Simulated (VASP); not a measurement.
LiF (Griceite): relaxation of cell and atoms with PBE

The system is LiF (Griceite).

```xyz
2
Lattice="0.0000 2.0140 2.0140 2.0140 0.0000 2.0140 2.0140 2.0140 0.0000" Properties=species:S:1:pos:R:3 pbc="T T T"
F     2.0140    2.0140    2.0140
Li    0.0000    0.0000    0.0000
```

```json
{
 "Program": "VASP 6.6.1",
 "Task": "relaxation of cell and atoms",
 "Functional": "PBE",
 "Potentials or basis": "VASP PAW PBE potentials, release 64 (F, Li_sv)",
 "Cutoff": "600 eV",
 "k mesh": "11 × 11 × 11",
 "Occupations": "fermi-dirac, width 0.05 eV",
 "Spin": "no spin polarisation",
 "Further INCAR settings": "ALGO = Fast; EDIFF = 1e-06; IBRION = 2; EDIFFG = -0.02; NSW = 60; ISIF = 3"
}
```

The relaxed volume is 8.35 Å³/atom, the relaxed cell is a = 2.869 Å, b = 2.869 Å, c = 2.869 Å, α = 60.00°, β = 60.00°, γ = 60.00° and the space group after relaxing (to 0.05 Å) is Fm-3m (No. 225). The energy gained by relaxing is 0.7 meV/atom, the ionic steps are 3 and the pressure after relaxing is -0.1 GPa. The band gap on the k mesh is 8.90 eV, direct.

Step by step:
| step | energy change (eV) | largest force (eV/Å) | pressure (GPa) | volume (Å³) |
| --- | --- | --- | --- | --- |
| 1 | 0.0000 | 0.0000 | 1.36 | 16.34 |
| 2 | -0.0010 | 0.0000 | 0.65 | 16.50 |
| 3 | -0.0013 | 0.0000 | -0.13 | 16.69 |

Final structure:
```xyz
2
Lattice="0.0000 2.0285 2.0285 2.0285 0.0000 2.0285 2.0285 2.0285 0.0000" Properties=species:S:1:pos:R:3 pbc="T T T"
F     2.0285    2.0285    2.0285
Li    0.0000    0.0000    0.0000
```

Levels at points of the mesh, in eV from the valence-band top:
```tsv
k point	band 3	band 4	band 5	band 6	band 7	band 8
(0.00, 0.00, 0.00)	0.00	0.00	0.00	8.90	23.68	23.68
```

Run time: 10 s on 1 thread of Intel(R) Xeon(R) 6975P-C (Granite Rapids), on a shared host, peak memory 0.13 GiB.

Caveat: the cutoff is under 1.25 times the usual one of these potentials, so pressure, stress and relaxed cells hold a basis-set (Pulay) error; an odd mesh through Γ misses points on the zone boundary, where band edges often lie.
